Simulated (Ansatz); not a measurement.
# C: the cost of one run

Method: DFT r2SCAN, scalar-relativistic, plane waves, PAW, in Ansatz 0.2.0.

A COD entry behind a cell of this session may itself be a prediction, so a difference from it is no test against experiment.

1 further run of the same task is left out (set aside as unsound or not needed). Runs told in other sessions of the task aren't counted.

## 1. The starting structure

It takes space group R-3m (No. 166, trigonal). The conventional cell has a = 2.511 Å, b = 2.511 Å, c = 31.008 Å, α = 90.00°, β = 90.00°, γ = 120.00°. C (site symmetry 3m) has 4 C at 1.54 Å in its first shell of neighbours. C (site symmetry 3m) is surrounded by 4 C at 1.54 to 1.57 Å.

Coordinates:

```xyz
10
Lattice="-2.5113 0.0000 0.0000 -1.2557 -2.1749 0.0000 1.2557 0.7250 10.3360" Properties=species:S:1:pos:R:3 pbc="T T T"
C     0.0000    0.0000    0.7696
C    -2.5113   -1.4499    9.5664
C     0.0000    0.0000    3.3704
C    -2.5113   -1.4499    6.9656
C     0.0000    0.0000    4.9107
C    -2.5113   -1.4499    5.4253
C    -1.2557   -0.7250    1.2874
C    -1.2557   -0.7250    9.0486
C    -1.2557   -0.7250    2.8527
C    -1.2557   -0.7250    7.4833
```

It is the result of an earlier relaxation at this level (volume 5.65 Å³/atom; gap on the mesh: 4.74 eV).

## 2. The reference cell

Reference values: F = -2515.4745 eV; pressure 0.00 GPa; largest force 0.000 eV/Å; gap on the mesh 4.72 eV. It was computed beforehand with the settings of the runs below.

## 3. Next: sliding across a plane

The cut lies on the cell's a–b face, a (0 0 1) plane of area 5.46 Å², between layers 1.56 Å apart (C below, C above); the cell is 10.3 Å thick. Vector c is tilted by f times 1·a + 0·b (length 2.511 Å) with the atoms' Cartesian places fixed: one unrelaxed fault per cell.

## 4. Point f = 0.200

File input.yaml:

```yaml
crystal:
  lattice:
    - [-2.5113391176, 0.0, 0.0]
    - [-1.2556695588, -2.1748834734, 0.0]
    - [0.7534017353, 0.7249611578, 10.3359979276]
  atoms:
    - { symbol: C, position: [-0.1500128795, 0.0248178013, 0.8741534038] }
    - { symbol: C, position: [0.8301328795, 0.9751821987, 0.7252465962] }
    - { symbol: C, position: [0.0835383851, 0.1086959628, 0.1257878883] }
    - { symbol: C, position: [0.7965816149, 0.8913040372, 0.4736121117] }
    - { symbol: C, position: [0.1034074351, 0.1583685877, 0.274805763] }
    - { symbol: C, position: [0.7767125649, 0.8416314123, 0.324594237] }
    - { symbol: C, position: [0.1900012712, 0.374853178, 0.9242595341] }
    - { symbol: C, position: [0.4901187288, 0.625146822, 0.6751404659] }
    - { symbol: C, position: [0.4101930228, 0.425332557, 0.0756976711] }
    - { symbol: C, position: [0.4699269772, 0.574667443, 0.5237023289] }
basis:
  ecutwfc: 500
kpoints:
  mp_grid: { grid: [10, 10, 3] }
hamiltonian:
  xc: r2scan
scf:
  occupations: { method: gaussian, width: 0.05 }
output:
  forces: true
  stress: true
  eigenvalues: true
```

On the command line:

```console
$ ansatz run input.yaml --threads 2 --pin off --max-ram 5120MiB --backend cpu --events-out ev --progress --plain --runs-dir out
```

Q: Estimate wall time and peak memory on 2 threads of Intel Xeon Platinum 8375C at 2.90GHz (Ice Lake), shared host.

About 22 s, with a peak of 0.63 GiB.
